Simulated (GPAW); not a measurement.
Runs of GPAW 26.7.0 on TaSi2. It takes space group P6_222 (No. 180, hexagonal). The conventional cell has a = 4.780 Å, b = 4.780 Å, c = 6.564 Å, α = 90.00°, β = 90.00°, γ = 120.00°. Around Ta (site symmetry 222) lie 10 Si at 2.59 to 2.76 Å. Si (site symmetry 2) has 5 Si at 2.59 to 2.76 Å and 5 Ta at 2.59 to 2.76 Å as nearest neighbours. 

| task | level | potentials or basis | k mesh | band path | band points | mesh quality | pressure (GPa) | largest force (eV/Å) |
| --- | --- | --- | --- | --- | --- | --- | --- | --- |
| band structure | PBE | GPAW PAW data sets (gpaw-data 1.2.1), pw | 4 × 4 × 3 | GMKGALHA,LM,KH | 80 | coarse | (a) | 0.83 |
| band structure | PBEsol | PAW data sets generated in the run's folder for this functional, pw | 4 × 4 × 3 | GMKGALHA,LM,KH | 80 | coarse | (c) | 0.79 |
| band structure | LDA | the program's PAW data sets (release 1.2.1) made for this functional, pw | 4 × 4 × 3 | GMKGALHA,LM,KH | 80 | coarse | (b) | 0.74 |
| single point | PBEsol | PAW data sets generated in the run's folder for this functional, pw | 7 × 7 × 4 | - | - | not flagged | -0.5 | 0.75 |

Alike in all rows: no spin polarisation; cell as given; cutoff (eV) 600; smearing fermi-dirac 0.05 eV.

Q: Fill in the values left out.

A: (a) 4.3; (b) -4.1; (c) -0.4.

Caveats: some runs use coarse meshes; the cell's inner coordinates are idealised or old, which leaves forces on the atoms.

Not every run made on this cell is shown here.
